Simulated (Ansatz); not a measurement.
# MnH4 and its competing phases

Theory: DFT PBE, scalar-relativistic, plane waves, PAW in Ansatz 0.2.0. Settings: cutoff 420 eV, Γ-centred meshes spaced at most about 0.3 Å⁻¹, and about 0.25 Å⁻¹ or finer for metals (2π included), Gaussian smearing. Spin is collinear.

Energies over the elements count from the elements' standard structures at the same level (H₂ as a molecule), with no fitted energy shifts.

All energies are static (0 K, no zero-point motion). Weakly bound directions are ill-defined at this level, which has no dispersion term. With hydrogen, zero-point motion can shift formation energies by some tens of meV/atom. The magnetic state reached may not be the lowest.

The competitors are the elements and 1 reference phase of this chemical system (from databases or known types: Mn29H2), relaxed at the same level; other known phases may be missing.

The candidate was reached from: random cell.

```yaml
crystal:
  lattice:
    - [2.64688, 0.00000, 0.00000]
    - [0.00000, 2.64688, 0.00000]
    - [0.00000, 0.00000, 5.20961]
  atoms:
    - { symbol: Mn, position: [0.50000, 0.50000, 0.50000] }
    - { symbol: H, position: [0.00000, 0.50000, 0.29656] }
    - { symbol: H, position: [0.50000, 0.00000, 0.29656] }
    - { symbol: H, position: [0.00000, 0.50000, 0.70344] }
    - { symbol: H, position: [0.50000, 0.00000, 0.70344] }
```

Q: Is it stable, and against what?

A: Not stable. Its formation energy is 0.219 eV/atom. The lowest competing mixture at this composition is this:

| phase | space group | source | share of atoms | ΔE_f (eV/atom) |
| --- | --- | --- | --- | --- |
| Mn | - | element | 0.2000 | 0.000 |
| H₂ gas | - | element | 0.8000 | 0.000 |

The mixture lies at 0.000 eV/atom, and the candidate lies 0.22 eV/atom above it. The candidate matches no cell in the subsets of the Crystallography Open Database and the Materials Project at hand. Such a cell could exist only far from equilibrium. It carries parallel moments up to 1.6 μB.
